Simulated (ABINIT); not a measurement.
Something may be wrong with this ABINIT 10.8.3 (patched build) calculation of Hf.

The input run.abi:

```
pp_dirpath "./"
pseudos "Hf.GGA_PBE-JTH.xml"

acell 6.0408875026 6.0408875026 9.5578567931
rprim
     1.0000000000     0.0000000000     0.0000000000
    -0.5000000000     0.8660254038     0.0000000000
     0.0000000000     0.0000000000     1.0000000000
ntypat 1
znucl 72
natom 2
typat 1 1
xred
     0.6666666667     0.3333333333     0.7500000000
     0.3333333333     0.6666666667     0.2500000000

ecut 19.0
pawecutdg 38.0
pawxcdev 0

kptopt 1
ngkpt 10 10 5
nshiftk 1
shiftk 0.0 0.0 0.0

ixc -497498

nband 16
occopt 3
tsmear 0.00183747

nstep 75
tolvrs 1.0e-9

iomode 3
prtwf 0
prtden 0
prteig 0
prtebands 0
enunit 2

usekden 0
```

Potentials or basis: JTH PAW PBE v2.0.

Run with:

```bash
$ abinit run.abi > log 2>&1
```

run.abo:

```text
.Version 10.8.3 of ABINIT
 Symmetries : space group P6_3/m m c (#194); Bravais hP (primitive hexag.)
================================================================================
 Values of the parameters that define the memory need of the present run
     intxc =       0    ionmov =       0      iscf =      17    lmnmax =      18
     lnmax =       6     mgfft =      40  mpssoang =       3    mqgrid =    3001
     natom =       2  nloc_mem =       2    nspden =       1   nspinor =       1
    nsppol =       1      nsym =      24    n1xccc =       1    ntypat =       1
    occopt =       3   xclevel =       2
       mpw =        1209          nfft =       23040          nkpt =          42
[... 43 lines left out ...]
             xred      6.6666666667E-01  3.3333333333E-01  7.5000000000E-01
                       3.3333333333E-01  6.6666666667E-01  2.5000000000E-01
            znucl       72.00000

================================================================================

 chkinp: Checking input parameters for consistency.

--- !ERROR
message: |
    The functional is a MGGA using kinetic energy density, but the kinetic energy density
    is not present. Please set "usekden 1" in the input file.
...
```

**Question.** What happened, and what is wrong with the input?

**Answer.** The program refused the input. The input holds a flaw that was put in on purpose: meta-GGA without the kinetic energy density (ixc = -497498; usekden = 0).
